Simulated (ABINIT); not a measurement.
A run of ABINIT 10.8.3 (patched build) is set up as follows.

The input run.abi:

```
# Datasets: one volume each
ndtset 7
getwfk -1
scalecart1 3*0.9795861087
scalecart2 3*0.9864848297
scalecart3 3*0.9932883884
scalecart4 3*1.0000000000
scalecart5 3*1.0066227096
scalecart6 3*1.0131594038
scalecart7 3*1.0196128224

# Pseudopotentials
pp_dirpath "./"
pseudos "Zr.GGA_PBE-JTH.xml, C.GGA_PBE-JTH.xml"

# Structure
acell 3*1.0 Angstrom
rprim
     0.0000000000     2.3650000000     2.3650000000
     2.3650000000     0.0000000000     2.3650000000
     2.3650000000     2.3650000000     0.0000000000
ntypat 2
znucl 40 6
natom 2
typat 1 2
xred
     0.5000000000     0.5000000000     0.5000000000
     0.0000000000     0.0000000000     0.0000000000

# Plane-wave basis
ecut 20.0
pawecutdg 40.0

# k points
kptopt 1
ngkpt 10 10 10
nshiftk 1
shiftk 0.0 0.0 0.0

# Exchange and correlation
ixc -106132
vdw_xc 5

# Bands and occupations
nband 12
occopt 3
tsmear 0.05 eV

# SCF cycle
nstep 100
tolvrs 1.0e-9

# Output
iomode 3
prtwf 1
prtden 0
prteig 0
prtebands 0
```

Potentials or basis: JTH PAW PBE v2.0.

The run is started by

```bash
$ abinit run.abi > log 2>&1
```

(1) Predict the equilibrium volume.

(2) What does it give for the bulk modulus?

(3) Estimate the pressure derivative of the bulk modulus.

Results:

(1) 12.94 Å³/atom.

(2) 254 GPa.

(3) 3.4.

Caveat: pressures at fixed basis lie under the slope of the energies; the PAW data sets were made with another functional, which shifts forces and pressure a little.
